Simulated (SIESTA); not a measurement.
Al under changes of volume

One of the cells (16.669 Å³/atom); the others are scaled copies at fixed shape and fractional positions:

```xyz
2
Lattice="2.8125 0.0000 0.0000 -1.4062 2.4357 0.0000 0.0000 0.0000 4.8669" Properties=species:S:1:pos:R:3 pbc="T T T"
Al    0.0000    1.6238    1.2167
Al    1.4062    0.8119    3.6501
```

This isn't the form of Al at room conditions, which is fcc.

- Program: SIESTA 5.4.2
- Functional: LDA
- Potentials or basis: PseudoDojo 0.4 standard (LDA files)
- Basis: DZP (energy shift 0.003 Ry)
- Grid cutoff: 500 Ry
- Energy shift: 0.003 Ry
- k mesh: 11 × 11 × 6
- Occupations: fermi-dirac, width 0.05 eV
- Spin: no spin polarisation

```tsv
volume (Å³/atom)	energy over the lowest point (meV/atom)	pressure (GPa)
15.669	1.92	1.9
16.003	0.00	0.0
16.336	1.85	-1.7
16.669	7.00	-3.2
17.003	?	?
17.336	25.65	-5.6
17.670	38.49	-6.6
```

Task: What does the run at 17.003 Å³/atom give?

Result: Energy over the lowest point 15.05 meV/atom; pressure -4.5 GPa.

Worked out: A Birch-Murnaghan fit of order 3 (a polynomial in V^(-2/3)) to the other rows has its minimum at 16.00 Å³/atom with B0 = V·E''(V) = 87 GPa and B' = 5.3 at fixed shape and positions, which overstates the stiffness. It gives 15.07 meV/atom at 17.003 Å³/atom, against the run's 15.05, and -dE/dV = -4.5 GPa, against -4.5.

Energies are extrapolated to zero smearing.

Caveats: the basis of atomic orbitals isn't converged, which shifts pressures, moduli and gaps.
